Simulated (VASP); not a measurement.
Wanted: the native input for a VASP 6.6.1 run.

| Item | Value |
| --- | --- |
| Task | density of states |
| Functional | PBEsol |
| Potentials or basis | VASP PAW PBE potentials, release 64 (Zr_sv, Si) |
| Cutoff | 520 eV |
| k mesh | 8 × 8 × 8 |
| Occupations | gaussian, width 0.05 eV |
| Spin | no spin polarisation |
| Dipole correction | no |
| k mesh for the DOS | 12 × 12 × 12 |
| Occupations for the DOS | tetrahedron |
| Further INCAR settings | ALGO = Normal; EDIFF = 1e-06 |

The system is Zr3Si.

```
CELL_PARAMETERS angstrom
4.25729 0.00000 0.00000
0.00000 4.25729 0.00000
0.00000 0.00000 4.25729
ATOMIC_POSITIONS crystal
Zr 0.00000 0.50000 0.50000
Zr 0.50000 0.50000 0.00000
Zr 0.50000 0.00000 0.50000
Si 0.00000 0.00000 0.00000
```

The cell comes from a database or a generator and needn't be the stable form of this composition.

These files were run (other wordings do the same):

POSCAR

```
Zr3Si
1.0
    4.2572860831      0.0000000000      0.0000000000
    0.0000000000      4.2572860831      0.0000000000
    0.0000000000      0.0000000000      4.2572860831
Zr Si
3 1
Direct
    0.0000000000      0.5000000000      0.5000000000
    0.5000000000      0.5000000000      0.0000000000
    0.5000000000      0.0000000000      0.5000000000
    0.0000000000      0.0000000000      0.0000000000
```

INCAR.step1

```
SYSTEM = Zr3Si
PREC = Accurate ; ENCUT = 520
EDIFF = 1E-6 ; ISMEAR = 0
SIGMA = 0.05 ; LREAL = .False.
LASPH = .True. ; NELM = 100
ALGO = Normal ; ISIF = 2
LWAVE = .False. ; LCHARG = .True.
LMAXMIX = 4 ; GGA = PS
NBANDS = 28
```

KPOINTS.step1

```
regular mesh
0
Gamma
  8 8 8
  0 0 0
```

INCAR.step2

```
SYSTEM = Zr3Si
PREC = Accurate ; ENCUT = 520
EDIFF = 1E-6 ; ISMEAR = -5
SIGMA = 0.05 ; LREAL = .False.
LASPH = .True. ; NELM = 100
ALGO = Normal ; ISIF = 2
LWAVE = .False. ; LCHARG = .False.
LMAXMIX = 4 ; GGA = PS
LORBIT = 11 ; NEDOS = 1001
ICHARG = 11
```

KPOINTS.step2

```
regular mesh
0
Gamma
  12 12 12
  0 0 0
```

Potentials or basis: VASP PAW PBE potentials, release 64 (Zr_sv, Si).

Command:

```bash
$ cat potpaw_PBE.64/Zr_sv/POTCAR potpaw_PBE.64/Si/POTCAR > POTCAR
$ cp INCAR.step1 INCAR
$ cp KPOINTS.step1 KPOINTS
$ mpirun -np 1 vasp_std > vasp.out
$ cp INCAR.step2 INCAR
$ cp KPOINTS.step2 KPOINTS
$ mpirun -np 1 vasp_std > vasp.out
```

Results of the run:

```
Valence electrons inside the program's atomic spheres : Zr 9.98; Si 1.61
```

Run time: 120 s on 1 thread of Intel(R) Xeon(R) Platinum 8488C (Sapphire Rapids), on a shared host, peak memory 0.25 GiB.
